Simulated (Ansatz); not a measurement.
## Antimony (hcp) across density functionals

All rows: Ansatz, plane waves with scalar-relativistic PAW, 420 eV (500 eV for the SCAN forms), relaxed under each functional, no dispersion correction, no zero-point motion. B₀ comes from uniform scaling at fixed shape; a dash is a value not given.

```tsv
functional	V (Å³/atom)	cell	B₀ (GPa)	magnetic state	ΔE to A7 rhombohedral (meV/atom)
PBE	27.41	a = 3.369 Å, c = 5.578 Å (c/a = 1.656)	58	spin not included	283
r²SCAN	27.05	a = 3.349 Å, c = 5.570 Å (c/a = 1.663)	61	spin not included	429
PBEsol	26.09	a = 3.315 Å, c = 5.482 Å (c/a = 1.654)	67	spin not included	223
LDA	25.63	a = 3.296 Å, c = 5.449 Å (c/a = 1.653)	70	spin not included	243
revPBE	27.85	a = 3.386 Å, c = 5.609 Å (c/a = 1.657)	56	spin not included	300
RPBE	28.04	a = 3.392 Å, c = 5.626 Å (c/a = 1.658)	54	spin not included	308
BLYP	30.27	a = 3.469 Å, c = 5.811 Å (c/a = 1.675)	46	spin not included	521
```

LDA gives the smallest volume and BLYP the largest.
